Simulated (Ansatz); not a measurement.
Crystal: CoO.

```
CELL_PARAMETERS angstrom
1.50547 0.86918 2.43993
-1.50547 0.86918 2.43993
0.00000 -1.73837 2.43993
ATOMIC_POSITIONS crystal
Co 0.00000 0.00000 0.00000
O 0.50000 0.50000 0.50000
```

The cell is a database's computed one.

| Item | Value |
| --- | --- |
| Program | Ansatz 0.2.0 |
| Task | relaxation of cell and atoms |
| Functional | PBE |
| Dispersion | D4 |
| Potentials or basis | Ansatz PAW |
| Cutoff | 420 eV (not typed: the program's choice for these potentials) |
| k mesh | 11 × 11 × 11 |
| Occupations | fermi-dirac, width 0.05 eV |
| Spin | collinear spin, ferromagnetic start |
| Starting moments | [2.0, 0.0] μB |

At the start: volume 9.58 Å³/atom.

Problem. Where does the relaxation end?

Solution. It ends after 11 steps and the volume is 9.32 Å³/atom (-2.7 %); space group R-3m (No. 166, to 0.05 Å); moment 2.84 μB per cell.

The path:
```csv
step,energy change (eV),largest force (eV/Å),volume (Å³)
1,0.0000,0.0000,19.16
2,-0.0038,0.0000,18.97
3,-0.0061,0.0000,18.77
4,-0.0070,0.0000,18.73
5,-0.0082,0.0000,18.70
6,-0.0122,0.0000,18.56
7,-0.0127,0.0000,18.66
8,-0.0126,0.0000,18.67
9,-0.0123,0.0000,18.67
10,-0.0126,0.0000,18.65
11,-0.0124,0.0000,18.65
```

Final structure:
```cif
data_structure
_symmetry_space_group_name_H-M 'P 1'
_symmetry_Int_Tables_number 1
_cell_length_a 2.8885
_cell_length_b 2.8885
_cell_length_c 2.8885
_cell_angle_alpha 64.288
_cell_angle_beta 64.288
_cell_angle_gamma 64.288
_cell_volume 18.65
loop_
_atom_site_label
_atom_site_type_symbol
_atom_site_fract_x
_atom_site_fract_y
_atom_site_fract_z
_atom_site_occupancy
Co1 Co 0.00000 0.00000 0.00000 1
O1 O 0.50000 0.50000 0.50000 1
```

Caveat: the plane-wave basis is chosen anew once the cell has moved, so the energies of steps on either side of that aren't comparable; the pressure holds a Pulay correction of +0.8 GPa for the finite cutoff; a cell with one magnetic atom can't hold antiferromagnetic order, which such compounds often take; pairwise dispersion overbinds metals, which lowers pressure and volume.
